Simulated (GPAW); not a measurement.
# ZnS (Wurtzite-2H) (P6_3mc) in GPAW: notebook, part 2 of 3

GPAW 26.7.0. The steps go on from the part before.

## Step 3: One-shot levels of the hybrid HSE06, LDA

Input file run.py:

```python
import numpy as np
from ase.dft.bandgap import bandgap
from ase.io import read, write
from ase.units import GPa
from gpaw import GPAW, PW
from gpaw.hybrids import NonSelfConsistentHybridXCCalculator
from gpaw.hybrids.energy import non_self_consistent_energy

atoms = read('ZnS.cif')

calc = GPAW(mode=PW(500),
            xc='LDA',
            kpts={'size': (5, 5, 3), 'gamma': True},
            occupations={'name': 'fermi-dirac', 'width': 0.05},
            nbands=33,
            convergence={'density': 1e-05, 'energy': 1e-05, 'bands': 29, 'eigenstates': 1e-07},
            maxiter=150,
            txt='gpaw.txt')
atoms.calc = calc
energy = atoms.get_potential_energy()
forces = atoms.get_forces()
stress = atoms.get_stress()
calc.write('gs.gpw')
write('result.traj', atoms)
print(f'Energy: {energy:.6f} eV')
print('Forces (eV/A):')
print(forces.round(4))
print('Stress (GPa):', (stress / GPa).round(3))
print('Fermi level:', round(calc.get_fermi_level(), 4), 'eV')
print(f'Gap: {bandgap(calc)[0]:.4f} eV, direct: {bandgap(calc, direct=True)[0]:.4f} eV')

for xc in ['HSE06', 'EXX', 'PBE0']:
    e = non_self_consistent_energy(calc, xc).sum()
    print(f'{xc} energy on these orbitals: {e:.6f} eV')
    nsc = NonSelfConsistentHybridXCCalculator.from_dft_calculation(
        calc.dft, xc, log=f'levels-{xc}.txt')
    dft_skn, hyb_skn = nsc.calculate(calc.dft.ibzwfs, 0, 29)
    np.savetxt(f'levels-{xc}.dat', hyb_skn.reshape((-1, hyb_skn.shape[-1])), fmt='%.4f')
```

Input file ZnS.cif:

```cif
data_ZnS
_cell_length_a 3.81100000
_cell_length_b 3.81100000
_cell_length_c 6.23400000
_cell_angle_alpha 90.00000000
_cell_angle_beta 90.00000000
_cell_angle_gamma 120.00000000
_space_group_name_H-M_alt 'P6_3mc'
_space_group_name_Hall 'P 6c -2c'
_space_group_IT_number 186
loop_
_space_group_symop_operation_xyz
'x,y,z'
'x-y,x,z+1/2'
'-y,x-y,z'
'-x,-y,z+1/2'
'-x+y,-x,z'
'y,-x+y,z+1/2'
'y,x,z+1/2'
'x,x-y,z'
'x-y,-y,z+1/2'
'-y,-x,z'
'-x,-x+y,z+1/2'
'-x+y,y,z'
loop_
_atom_site_label
_atom_site_type_symbol
_atom_site_symmetry_multiplicity
_atom_site_Wyckoff_symbol
_atom_site_fract_x
_atom_site_fract_y
_atom_site_fract_z
_atom_site_occupancy
Zn1 Zn 2 b 0.6666666667 0.3333333333 0.5000000000 1
S1 S 2 b 0.6666666667 0.3333333333 0.8850000000 1
```

Potentials or basis: the program's PAW data sets (release 1.2.1) made for this functional, pw.

Run with:

```
$ OMP_NUM_THREADS=1 python run.py
```

gpaw.txt:

```text
__  _  _
 | _ |_)|_||  |
 |__||  | ||/\| - 26.7.0

Input parameters:
  mode=PW(ecut=500.0),
  convergence={'density': 1e-05, 'energy': 1e-05, 'bands': 29, 'eigenstates': 1e-07},
  kpts=MonkhorstPack(size=(5, 5, 3), gamma=True),
  maxiter=150,
  nbands=33,
  occupations=Occupations(name='fermi-dirac', width=0.05),
  xc=XC(name='LDA')

Diagonalizing LCAO Hamiltonian
Converting LCAO to pw mode

            S

            Zn
        S

        Zn

Atoms  # Å, Bohr magnetons
|   | symbol |        x |        y |        z |    initial magnetic moments |
|---|--------|----------|----------|----------|-----------------------------|
| 0 |     Zn | 1.905500 | 1.100141 | 3.117000 | ( 0.0000,  0.0000,  0.0000) |
| 1 |     Zn | 0.000000 | 2.200282 | 0.000000 | ( 0.0000,  0.0000,  0.0000) |
| 2 |      S | 1.905500 | 1.100141 | 5.517090 | ( 0.0000,  0.0000,  0.0000) |
| 3 |      S | 0.000000 | 2.200282 | 2.400090 | ( 0.0000,  0.0000,  0.0000) |

Unit cell  # Å
| periodic |         x |        y |        z |  lengths |     angles |
|----------|-----------|----------|----------|----------|------------|
|      yes |  3.811000 | 0.000000 | 0.000000 | 3.811000 |  90.000000 |
|      yes | -1.905500 | 3.300423 | 0.000000 | 3.811000 |  90.000000 |
|      yes |  0.000000 | 0.000000 | 6.234000 | 6.234000 | 120.000000 |

Number of symmetries: 6
Symmetry operations  # r_c * U_cc + t_c -> r_c
|   | kind |            matrix            |
|---|------|------------------------------|
| 0 |  σ   |  1, 1, 0,  0,-1, 0,  0, 0, 1 |
| 1 |  E   |  1, 0, 0,  0, 1, 0,  0, 0, 1 |
| 2 |  C3  |  0, 1, 0, -1,-1, 0,  0, 0, 1 |
| 3 |  σ   |  0,-1, 0, -1, 0, 0,  0, 0, 1 |
| 4 |  σ   | -1, 0, 0,  1, 1, 0,  0, 0, 1 |
| 5 |  C3  | -1,-1, 0,  1, 0, 0,  0, 0, 1 |

BZ-sampling:
  Number of BZ points: 75
  Number of IBZ points: 12

  Monkhorst-Pack size: [5, 5, 3]
  Monkhorst-Pack shift: [0, 0, 0]

K-points  # in reciprocal-cell coordinates
|     |                                coordinates |     weight |
|-----|--------------------------------------------|------------|
|   0 | (  0.00000000,   0.00000000,   0.00000000) | 0.01333333 |
|   1 | (  0.00000000,   0.00000000,   0.33333333) | 0.02666667 |
|   2 | (  0.20000000,   0.00000000,  -0.33333333) | 0.08000000 |
|   3 | (  0.20000000,   0.00000000,   0.00000000) | 0.08000000 |
|   4 | (  0.20000000,   0.00000000,   0.33333333) | 0.08000000 |
|   5 | (  0.40000000,  -0.20000000,   0.00000000) | 0.08000000 |
|   6 | (  0.40000000,  -0.20000000,   0.33333333) | 0.16000000 |
|   7 | (  0.40000000,   0.00000000,  -0.33333333) | 0.08000000 |
|   8 | (  0.40000000,   0.00000000,   0.00000000) | 0.08000000 |
|   9 | (  0.40000000,   0.00000000,   0.33333333) | 0.08000000 |
[... 68 lines left out ...]
    |   3s |  2.000 |     -17.278 |    0.974 |
    |   3p |  4.000 |      -7.106 |    0.979 |
    |    s |        |       9.933 |    0.974 |
    |    p |        |      20.105 |    0.979 |
    |    d |        |       0.000 |    0.900 |

    Using partial waves for S as LCAO basis

Reference energy: -119224.971294  # eV

eigensolver:
  PPCG
  Converge bands: 29
  niter=2

density mixing:
  MSR1-Mixer
  Pratt-step length: 0.05
  Maximum mixing coefficient: 0.75
  Old densities: 10
  SVD Regularization: 0.005
  Good broyden scale: 1.0
  Trust region scale: 1.0
  Backstep threshold: 4.0
  History deletion threshold: 6.0
  Fourier metric: weight=20.0, sigma=0.015

occupation numbers:
  Fermi-Dirac:
    width: 0.0500  # eV

poisson solver:
  ecut: 4000.0  # eV

xc functional:
  name: None

convergence criteria:
- Maximum integral of absolute [dens]ity change: 1e-05 electrons / valence electron
- Maximum [total energy] change in last 3 cyles: 1e-05 eV / valence electron
- Maximum integral of absolute [eigenst]ate change: 1e-07 eV^2 / valence electron
maximum number of iterations: 150

SCF iterations
|iter     | |      energy | eigst |  dens |
|---------|-|-------------|-------|-------|
|iter:   1| |  -17.221223 | +1.98 |       |
|iter:   2| |  -17.072018 | +0.20 | -1.20 |
|iter:   3| |  -16.508735 | -0.83 | -1.25 |
|iter:   4| |  -16.504320 | -2.49 | -1.83 |
|iter:   5| |  -16.504079 | -3.21 | -2.30 |
|iter:   6| |  -16.504022c| -4.15 | -3.28 |
|iter:   7| |  -16.504045c| -5.25 | -3.59 |
|iter:   8| |  -16.504048c| -6.22 | -4.01 |
|iter:   9| |  -16.504048c| -6.72 | -4.51 |
|iter:  10| |  -16.504048c| -7.90c| -5.41c|

Converged in 10 steps
Energy contributions relative to reference atoms: (reference = -119224.971294)

Energy contributions:
  Kinetic:          16.452279
  Coulomb:         -13.748140
  Zero:              0.011645
  External:          0.000000
  Xc:              -19.219832
  Entropy:          -0.000000
  Spinorbit:         0.000000
  ----------------------------
  Free energy:     -16.504048
  Extrapolated:    -16.504048

dipole moment: (0.000002, -0.000001, -7.519035)  # |e|*Ang

Fermi level: 4.548
Eigenvalues  # (at kpt = [0.000, 0.000, 0.000])
| band index |      eig [eV] | occ [0-2] |
|------------|---------------|-----------|
|          0 |        -9.636 |     2.000 |
|        ... |               |           |
|         10 |        -2.404 |     2.000 |
|         11 |        -2.237 |     2.000 |
|         12 |        -1.710 |     2.000 |
|         13 |         2.672 |     2.000 |
|         14 |         2.672 |     2.000 |
|         15 |         3.531 |     2.000 |
[... 8 lines left out ...]
|         24 |        10.997 |     0.000 |
|         25 |        12.582 |     0.000 |
|        ... |               |           |
|         32 |        16.806 |     0.000 |

Gap: 1.989 eV
Transition (v -> c):
  (s=0, k=0, n=17, [0.00, 0.00, 0.00]) -> (s=0, k=0, n=18, [0.00, 0.00, 0.00])
No difference between direct/indirect transitions

Forces  # eV/Ang
|        x |        y |        z |
|----------|----------|----------|
| -0.00000 | -0.00000 |  0.29399 |  # Zn   0
| -0.00000 |  0.00000 |  0.29404 |  # Zn   1
|  0.00000 |  0.00000 | -0.29403 |  # S    2
|  0.00000 |  0.00000 | -0.29406 |  # S    3

Stress tensor  # eV/Ang^3
|         x |         y |        z |
|-----------|-----------|----------|
|  0.024119 | -0.000000 | 0.000000 |
| -0.000000 |  0.024119 | 0.000000 |
|  0.000000 |  0.000000 | 0.033734 |

# Writing to gs.gpw (mode='')
```

stdout:

```text
Energy: -16.504048 eV
Forces (eV/A):
[[-0.     -0.      0.294 ]
 [-0.      0.      0.294 ]
 [ 0.      0.     -0.294 ]
 [ 0.      0.     -0.2941]]
Stress (GPa): [ 3.864  3.864  5.405  0.     0.    -0.   ]
Fermi level: 4.5484 eV
Gap: 1.9885 eV, direct: 1.9885 eV
IBZ(<points: 12, symmetries: 6>)
Occupied bands: 18
DFT energy: -16.504047897203492 eV
minus DFT-XC energy: 19.21983180997561 eV
Core-core contribution:          -1082.258
Valence-core contribution:         -92.613
Valence-valence contribution:     -105.466
HSE06 energy on these orbitals: -252.339293 eV
IBZ(<points: 12, symmetries: 6>)
Occupied bands: 18
DFT energy: -16.504047897203492 eV
minus DFT-XC energy: 19.21983180997561 eV
Core-core contribution:          -4329.031
Valence-core contribution:        -370.452
Valence-valence contribution:     -481.433
EXX energy on these orbitals: -118.529911 eV
IBZ(<points: 12, symmetries: 6>)
Occupied bands: 18
DFT energy: -16.504047897203492 eV
minus DFT-XC energy: 19.21983180997561 eV
Core-core contribution:          -1082.258
Valence-core contribution:         -92.613
Valence-valence contribution:     -120.358
PBE0 energy on these orbitals: -227.460993 eV
```

Run time: 17 min. Hardware: 1 thread of Arm Neoverse V2, shared host; peak memory 0.8 GiB.

Results:

```
Free energy                            : -16.5040 eV
Pressure                               : -4.4 GPa
Largest force                          : 0.294 eV/Å
Band gap on the k mesh                 : 1.99 eV, direct
Band gap of the one-shot hybrid        : 3.40 eV
Direct band gap of the one-shot hybrid : 3.40 eV
```

Forces on the atoms (eV/Å):
```
Zn   0.000  0.000  0.294
Zn   0.000  0.000  0.294
S    0.000  0.000 -0.294
S    0.000  0.000 -0.294
```

Stress tensor (GPa, compression positive):
```
-3.86  0.00  0.00
 0.00 -3.86  0.00
 0.00  0.00 -5.40
```

Band gaps from one-shot exact exchange on these states (eV): hse06 3.40, hf 9.67, pbe0 4.12

Caveat: the k mesh is coarse; the cutoff is short for stress and forces, so pressures can be off by a GPa or more; energy and the plain gap are those of the semilocal run; the hybrids' values are one shot on its orbitals and mesh.

(Continued in part 3 of 3.)
